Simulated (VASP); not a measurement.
Input of a VASP 6.6.1 run:

File INCAR:

```
ALGO     = Normal         # electronic algorithm
EDIFF    = 1E-7           # SCF threshold, eV
ENCUT    = 520            # plane-wave cutoff, eV
GGA      = PE             # functional
ISIF     = 2              # what is computed and relaxed
ISMEAR   = -1             # smearing method
LASPH    = T              # aspherical terms in the spheres
LCHARG   = T              # write CHGCAR
LELF     = T              # ELF
LREAL    = F              # projectors in reciprocal space
LVHAR    = T            
LWAVE    = F              # write WAVECAR
NBANDS   = 26             # bands
NELM     = 100            # most SCF steps
PREC     = Accurate       # precision mode
SIGMA    = 0.05           # smearing width, eV
```

Contents of KPOINTS:

```
k-points
0
Gamma
  6 6 10
```

The input POSCAR:

```
BN
1.0
    4.4242230000      0.0000000000      0.0000000000
    0.0000000000      4.4242230000      0.0000000000
    0.0000000000      0.0000000000      2.5503560000
N B
4 4
Direct
    0.1901370000      0.1874680000      0.5095660000
    0.6850470000      0.3188910000      0.0054510000
    0.3136570000      0.7061280000     -0.0019290000
    0.8134100000      0.8208260000      0.4969650000
    0.8241800000      0.1712660000      0.5113270000
    0.6691990000      0.6687980000     -0.0131230000
    0.3188350000      0.3231660000      0.0102590000
    0.1765030000      0.8327030000      0.5031120000
```

Potentials or basis: VASP PAW PBE potentials, release 64 (N, B).

Run with:

```bash
$ cat potpaw_PBE.64/N/POTCAR potpaw_PBE.64/B/POTCAR > POTCAR
$ mpirun -np 1 vasp_std > vasp.out
```

Problem. Predict the pressure.

Solution. 1.0 GPa.

Problem. What does it give for the largest force?

Solution. 2.151 eV/Å.

Problem. Estimate the band gap on the k mesh.

Solution. 4.60 eV, indirect (least direct gap 5.70 eV).

Forces on the atoms (eV/Å):
```
N   -0.744  0.909 -0.030
N    0.096 -0.729  0.102
N    0.097 -2.125  0.320
N   -0.353 -1.274 -0.152
B   -0.258  0.758 -0.420
B    0.719  1.566  0.686
B    0.824  0.956 -0.211
B   -0.381 -0.061 -0.296
```

A k mesh can miss the band edges.
